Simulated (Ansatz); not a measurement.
Crystal: Nb.

```
CELL_PARAMETERS angstrom
-1.66395 1.66395 1.66395
1.66395 -1.66395 1.66395
1.66395 1.66395 -1.66395
ATOMIC_POSITIONS crystal
Nb 0.00000 0.00000 0.00000
```

| Quantity | Value |
| --- | --- |
| Program | Ansatz 0.2.0 |
| Task | relaxation of cell and atoms |
| Functional | PBE0 |
| Potentials or basis | Ansatz PAW |
| Cutoff | 420 eV (not typed: the program's choice for these potentials) |
| k mesh | 6 × 6 × 6 |
| Occupations | fermi-dirac, width 0.05 eV |
| Spin | no spin polarisation |

At the start: volume 18.43 Å³/atom.

Problem. How do energy, volume and symmetry change on relaxing?

Solution. It ends after 6 steps and the volume is 17.42 Å³/atom (-5.5 %); space group Im-3m (No. 229, to 0.05 Å).

The path:
```
step  energy change (eV)  largest force (eV/Å)  volume (Å³)
   1              0.0000                0.0000        18.43
   2             -0.0292                0.0000        17.57
   3             -0.0298                0.0000        17.45
   4             -0.0299                0.0000        17.41
   5             -0.0299                0.0000        17.42
   6             -0.0297                0.0000        17.42
```

Final structure:
```xyz
1
Lattice="-1.6329 1.6329 1.6329 1.6329 -1.6329 1.6329 1.6329 1.6329 -1.6329" Properties=species:S:1:pos:R:3 pbc="T T T"
Nb    0.0000    0.0000    0.0000
```

Caveat: the k mesh is coarse (spacing up to 0.45 Å⁻¹), so the values aren't converged, least of all with exact exchange; the plane-wave basis is chosen anew once the cell has moved, so the energies of steps on either side of that aren't comparable; the PAW data sets come from PBE, with cores solved anew for the run's functional, which leaves a small shift of forces and pressure.
